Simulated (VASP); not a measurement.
Input of a VASP 6.6.1 run:

Contents of INCAR:

```
SYSTEM = Rh
ALGO = Normal
EDIFF = 1E-6
ENCUT = 520
GGA = PE
ISIF = 2
ISMEAR = 0
LASPH = .True.
LCHARG = .False.
LREAL = .False.
LWAVE = .False.
NBANDS = 14
NELM = 100
PREC = Accurate
SIGMA = 0.05
```

Contents of KPOINTS:

```
k-points
0
Gamma
  20 20 20
  0 0 0
```

POSCAR

```
Rh
1.0
   -1.5537604475      1.5537604475      1.5537604475
    1.5537604475     -1.5537604475      1.5537604475
    1.5537604475      1.5537604475     -1.5537604475
Rh
1
Direct
    0.0000000000      0.0000000000      0.0000000000
```

Potentials or basis: VASP PAW PBE potentials, release 64 (Rh_pv).

The run is started by

```sh
$ cat potpaw_PBE.64/Rh_pv/POTCAR > POTCAR
$ mpirun -np 1 vasp_std > vasp.out
```

Task: Predict the pressure.

Result: -7.7 GPa.

Task: Predict the band gap on the k mesh.

Result: None (metal or under the smearing width).
